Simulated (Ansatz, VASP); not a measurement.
# In2O3: VASP beside Ansatz, part 2 of 2

Wanted: the spread between two codes on one cell, functional and k mesh. The cell is taken from a series of runs on this material, whose earlier steps may have relaxed, scaled, displaced or heated it; both programs get it as it stands.

VASP 6.6.1 and Ansatz 0.2.0.

So far: The structure; VASP: relaxation of cell and atoms, PBEsol.

### 3. Ansatz: relaxation of cell and atoms, PBEsol

Level of this step: Ansatz beside VASP: Kohn-Sham DFT, plane waves, PBEsol (Ansatz).

Ansatz runs on its PAW soft_1 files.

The same cell, functional, mesh and smearing now go to Ansatz.

Input file input.yaml:

```yaml
crystal:
  lattice:
    - [2.7562973482, 1.5913490143, 4.845315334]
    - [-2.7562973482, 1.5913490143, 4.845315334]
    - [0.0, -3.1826980336, 4.8453153323]
  atoms:
    - { symbol: In, position: [0.3574280141, 0.3574280141, 0.3574280141] }
    - { symbol: In, position: [0.1425719859, 0.1425719859, 0.1425719859] }
    - { symbol: In, position: [0.6425719859, 0.6425719859, 0.6425719859] }
    - { symbol: In, position: [0.8574280141, 0.8574280141, 0.8574280141] }
    - { symbol: O, position: [0.5458356009, 0.9541643991, 0.25] }
    - { symbol: O, position: [0.25, 0.5458356009, 0.9541643991] }
    - { symbol: O, position: [0.9541643991, 0.25, 0.5458356009] }
    - { symbol: O, position: [0.4541643991, 0.0458356009, 0.75] }
    - { symbol: O, position: [0.75, 0.4541643991, 0.0458356009] }
    - { symbol: O, position: [0.0458356009, 0.75, 0.4541643991] }
kpoints:
  mp_grid: { grid: [6, 6, 6] }
scf:
  occupations: { method: fermi_dirac, width: 0.02 }
hamiltonian:
  xc: pbesol
  pseudopotentials: { kind: paw, azcp: { folder: soft_1 }, xc_functional: pbe }
basis:
  ecutwfc: 600
output:
  forces: true
  stress: true
relax:
  f_tol: 0.005
  max_steps: 70
  cell: { stress_tol: 0.02, p_target: 0 }
```

The run is started by

```bash
$ ansatz run input.yaml --threads 4 --pin off --max-ram 10240MiB --backend cpu --events-out ev --progress --plain --runs-dir out
```

Numbers of over 12 decimals in the logs are rounded to 6 here.

The program printed:

```text
Engine: ansatz 0.2.0, aarch64-unknown-linux-gnu
Pseudopotentials: kind: paw
Pseudopotential: In, paw, valence charge 13, recommended cutoff 420 eV (normal), soft_1/In.paw.azcp
Pseudopotential: O, paw, valence charge 6, recommended cutoff 420 eV (normal), soft_1/O.paw.azcp
Functional definition: PBEsol
  exchange = pbesol_x
  correlation = pbesol_c
Crystal: 10 atoms, lattice volume = 127.516 Å³
Basis set: ecut = 600 eV, 4201 PW (Γ), exchange–correlation on 96×96×96 points (8 copies of the dense FFT grid, shifted against one another)
Bands: 54, of which v1, the nominal top of the filled ones, is band 44 counted from 1 (43 counted from 0)
Symmetry: 12 space group operations
Space group: R-3c (ITA 167), of the structure as read, at distance tolerance 5.0e-5 Å
k-points: 32 of 216
Non-local potential: In, projectors of the file, l = 0: 2, l = 1: 2, l = 2: 2, l = 3: 1
Non-local potential: O, projectors of the file, l = 0: 2, l = 1: 2, l = 2: 1
PAW form: soft (Blöchl's): semilocal exchange-correlation on the pseudo side does not see the compensation charge
PAW frozen core: In, regenerated for the run's functional, and the local potential with it (the file was generated under x = pbe(κ = 0.804, μ = 0.219515), c = pbe(β = 0.066725))
PAW frozen core: O, regenerated for the run's functional, and the local potential with it (the file was generated under x = pbe(κ = 0.804, μ = 0.219515), c = pbe(β = 0.066725))
PAW one-centre angular grid: In, 590 points (default); XC on 64 Gauss nodes
PAW one-centre angular grid: O, 110 points (default); XC on 64 Gauss nodes
Initial density: superposition of atomic densities (chi_scale 0.1, normalization cell, long waves kept (reshape's long-wave potential 0.00 eV rms))
Initial wavefunctions: pseudopotential atomic-orbital guess
Functional: x = pbesol(κ = 0.804, μ = 0.123457), c = pbesol(β = 0.046)
SCF iter   1: F=—  HF=-25468.777457 eV  |F-HF|=—  |Δ(HF+E_count)|=         —  Δρ=6.25e-2  dr2=3.21e0  ethr=3.10e-3  ⟨swp⟩=6.3  Hψ=6724  notcnv=0  defer=1
preconditioner: auto → Resta (q_TF=auto, 2.565 Å⁻¹)  ε∞=4.4  [insulator: Δε(μ)=1.189 eV  Ē_g=16.655 eV  σ=0.020 eV  W_gap=1.00  n_scr=32 (ndim 8)  ℏωp=30.8 eV  f_vac=0.000  D(μ)=0.00/eV (n_scr^D=0)  ε∞_Penn≈4.4]
SCF iter   2: F=—  HF=-25468.125532 eV  |F-HF|=—  |Δ(HF+E_count)|=   6.52e-1  Δρ=3.08e-2  dr2=9.02e-1  ethr=3.10e-3  ⟨swp⟩=3.0  Hψ=2828  notcnv=0  defer=148
SCF iter   3: F=—  HF=-25467.880972 eV  |F-HF|=—  |Δ(HF+E_count)|=   2.45e-1  Δρ=4.70e-3  dr2=3.09e-2  ethr=1.03e-3  ⟨swp⟩=3.2  Hψ=3046  notcnv=0  defer=148
SCF iter   4: F=—  HF=-25467.882412 eV  |F-HF|=—  |Δ(HF+E_count)|=   1.44e-3  Δρ=1.35e-3  dr2=2.65e-3  ethr=3.51e-5  ⟨swp⟩=3.0  Hψ=3085  notcnv=0  defer=148
SCF iter   5: F=—  HF=-25467.883972 eV  |F-HF|=—  |Δ(HF+E_count)|=   1.56e-3  Δρ=2.09e-4  dr2=7.74e-5  ethr=3.02e-6  ⟨swp⟩=2.0  Hψ=2303  notcnv=0  defer=148
SCF iter   6: F=—  HF=-25467.883958 eV  |F-HF|=—  |Δ(HF+E_count)|=   1.35e-5  Δρ=6.99e-5  dr2=5.70e-6  ethr=8.79e-8  ⟨swp⟩=2.0  Hψ=2930  notcnv=0  defer=148
SCF iter   7: F=—  HF=-25467.883960 eV  |F-HF|=—  |Δ(HF+E_count)|=   1.41e-6  Δρ=1.78e-5  dr2=3.98e-7  ethr=6.47e-9  ⟨swp⟩=2.0  Hψ=2953  notcnv=0  defer=148
SCF iter   8: F=-25467.883960 eV  HF=-25467.883960 eV  |F-HF|=1.11e-8  |Δ(HF+E_count)|=   2.46e-7  Δρ=3.79e-6  dr2=1.88e-8  ethr=1.14e-10  ⟨swp⟩=4.2  Hψ=6037  notcnv=0
SCF 1 converged in 8 iterations: F = -25467.883960 eV  dr2 = 1.88e-8
  greatest PAW one-centre occupation: 0.990 electrons in one spin orbital (limit 2), on the In atom at site 2 (counted from 0), in its partial waves of l = 2
relax step   1: F+E_penalty+E_count = -25467.88395978 eV  Δ(F+E_penalty+E_count) = +0.000e0 eV  max|allowed force component| = 2.640e-4 eV/Å  Δτ_max = 0.0000 Å  P = -0.003 GPa  Ω = 127.516 Å³  (8 SCF iters, dr2 threshold 1.00e-7 eV, accepted)
Initial density: handed on by an earlier stage of this run
Initial wavefunctions: pseudopotential atomic-orbital guess (no wavefunctions were taken with the density)
iter 1 solved again at ethr=1.12e-8 eV; its pass at ethr=3.10e-3 eV (dr2=9.86e-6 eV) is discarded
SCF iter   1: F=—  HF=-25467.884044 eV  |F-HF|=—  |Δ(HF+E_count)|=         —  Δρ=3.77e-6  dr2=1.89e-8  ethr=1.12e-8  ⟨swp⟩=4.1  Hψ=12692  notcnv=0
preconditioner: auto → Resta (q_TF=auto, 2.565 Å⁻¹)  ε∞=4.7  [insulator: Δε(μ)=1.115 eV  Ē_g=16.138 eV  σ=0.020 eV  W_gap=1.00  n_scr=32 (ndim 8)  ℏωp=30.8 eV  f_vac=0.019  D(μ)=0.00/eV (n_scr^D=0)  ε∞_Penn≈4.7]
SCF iter   2: F=—  HF=-25467.883960 eV  |F-HF|=—  |Δ(HF+E_count)|=   8.40e-5  Δρ=2.42e-6  dr2=7.94e-9  ethr=2.15e-11  ⟨swp⟩=2.0  Hψ=3083  notcnv=0
SCF iter   3: F=—  HF=-25467.883960 eV  |F-HF|=—  |Δ(HF+E_count)|=   6.76e-9  Δρ=1.22e-6  dr2=1.63e-9  ethr=9.02e-12  ⟨swp⟩=2.7  Hψ=3167  notcnv=0
SCF iter   4: F=—  HF=-25467.883960 eV  |F-HF|=—  |Δ(HF+E_count)|=  1.13e-10  Δρ=2.51e-7  dr2=8.24e-11  ethr=1.85e-12  ⟨swp⟩=2.0  Hψ=2295  notcnv=0
SCF iter   5: F=-25467.883960 eV  HF=-25467.883960 eV  |F-HF|=7.28e-12  |Δ(HF+E_count)|=  3.64e-11  Δρ=5.18e-8  dr2=4.37e-12  ethr=1.00e-12  ⟨swp⟩=5.1  Hψ=7459  notcnv=0
SCF 2 converged in 5 iterations: F = -25467.883960 eV  dr2 = 4.37e-12
relax step   2: F+E_penalty+E_count = -25467.88395978 eV  Δ(F+E_penalty+E_count) = -3.136e-9 eV  max|allowed force component| = 2.648e-4 eV/Å  Δτ_max = 0.0000 Å  P = -0.003 GPa  Ω = 127.516 Å³  stress off target by 5.24e-3 GPa  SCF on the basis re-selected at this cell (its energy is not comparable with the rows above)  (5 SCF iters)
basis re-selected at this cell: Δ(F+E_penalty+E_count) = -3.136e-9 eV, ΔP = +0.000 GPa vs the last step (what re-selecting the basis moved, of the pressure what is left beyond the Pulay correction that the steps carried, after the strain that the cell walked since its last selection, with what the two solves' SCF thresholds leave and, on support functions, any second-order correction that the steps lacked; it is no m [...]
SCF converged after 5 iterations
Free energy (F): -25467.883960 eV
Harris-Foulkes:  -25467.883960 eV  (|F-HF|=7.28e-12)
Internal energy: -25467.883960 eV  (E = F + TS)
E sigma→0 (E₀):  -25467.883960 eV
Fermi energy:    9.312503 eV
--- Per-component energies (eV) ---
  E_band       = 20.531267
  E_kinetic    = 1890.663674
  E_local      = -5621.086078  (includes V_loc(G=0)·N_el)
  E_nonlocal   = 1640.549551
  E_hartree    = 2198.814436
  E_xc         = -983.886809
  E_vxc        = -895.377103  (∫ρ·V_xc dr)
  E_paw        = -17511.089054  (= ΣΔE_a)
  E_vpaw       = -1391.848469  (= ΣTr[D̂ρ^β])
  E_aug_tail   = 0.000832  (compensation charges beyond the density's cutoff)
  E_ewald      = -7083.005854
  E_core_change = 1.155341  (= ΣΔE_core)
  E_smearing   = -0.000000  (= −TS)
  E_closure    = 0.000000  (closes the sum)
  Σ components = -25467.883960   (vs F -25467.883960, Δ=0.00e0)
--- Forces (eV/Å), atoms counted from 1 ---
  atom   1  In     0.00000000    -0.00000000     0.00001676
  atom   2  In     0.00000000     0.00000000    -0.00001676
  atom   3  In    -0.00000000     0.00000000    -0.00001676
  atom   4  In    -0.00000000    -0.00000000     0.00001676
  atom   5  O     -0.00026481     0.00000000    -0.00000000
  atom   6  O      0.00013240    -0.00022933    -0.00000000
  atom   7  O      0.00013240     0.00022933     0.00000000
  atom   8  O      0.00026481    -0.00000000     0.00000000
  atom   9  O     -0.00013240     0.00022933     0.00000000
  atom  10  O     -0.00013240    -0.00022933    -0.00000000
  max |Σ_I F_I| component: 6.45e-18 eV/Å
--- Stress (GPa, compression-positive) ---
       -0.002479       0.000000      -0.000000
        0.000000      -0.002479       0.000000
       -0.000000       0.000000      -0.005244
  P = ⅓ Tr σ = -0.0034 GPa (-0.034 kbar)
--- Relaxed structure (1 steps of the walk, 1 accepted, 1 SCFs on fresh bases) ---
  F+E_penalty+E_count = -25467.88395978 eV   max|allowed force component| = 2.648e-4 eV/Å   (the final SCF, on the basis selected at the relaxed cell)
  cell:  # Å, volume = 127.5160 Å³
    - [2.756297, 1.591349, 4.845315]
    - [-2.756297, 1.591349, 4.845315]
    - [0.0, -3.182698, 4.845315]
  atoms:
    - { symbol: In, position: [0.3574280141, 0.3574280141, 0.357428] }
    - { symbol: In, position: [0.1425719859, 0.1425719859, 0.1425719859] }
    - { symbol: In, position: [0.6425719859, 0.6425719859, 0.642572] }
    - { symbol: In, position: [0.857428, 0.857428, 0.8574280141] }
    - { symbol: O, position: [0.5458356009, 0.954164, 0.250000] }
    - { symbol: O, position: [0.250000, 0.5458356009, 0.9541643991] }
    - { symbol: O, position: [0.954164, 0.250000, 0.545836] }
    - { symbol: O, position: [0.454164, 0.045836, 0.75] }
    - { symbol: O, position: [0.75, 0.454164, 0.045836] }
    - { symbol: O, position: [0.045836, 0.75, 0.454164] }
```

### 4. Side by side

Known differences besides the potentials themselves: Ansatz makes its cores anew for this functional, VASP keeps those of its PBE data sets; Ansatz adds a Pulay correction to the stress that steers its cell, VASP none. Total energies have different zeros and are not compared.

Both answers:

```
                                         quantity  Ansatz    VASP  difference
                                      volume (Å³)  127.52  127.81     -0.23 %
edge a after relaxation, in the typed setting (Å)   5.797   5.801     -0.07 %
```

### 5. What came out

| Item | Value |
| --- | --- |
| difference in volume (relaxation of cell and atoms, PBEsol) | -0.23 % |

The difference in volume is -0.23 % (relaxation of cell and atoms, PBEsol), within the 1.2 % picked in this series as the mark of a large difference, as far as the stopping tolerances let one tell. How closely two codes agree says nothing of how well the functional describes the real material.

[Lines on the potential files, build, host, timing and source positions are cut from VASP's logs without a mark.]

[Logs are printed without paths, hosts, clocks, repeated set-up lines and the standing remarks that a program may print on its own settings, such as how far it seeks lower states.]

[Hosts, paths, dates, database ids (printed as entryN), source tags and the programs' standing remarks are cut or masked in the printed files.]
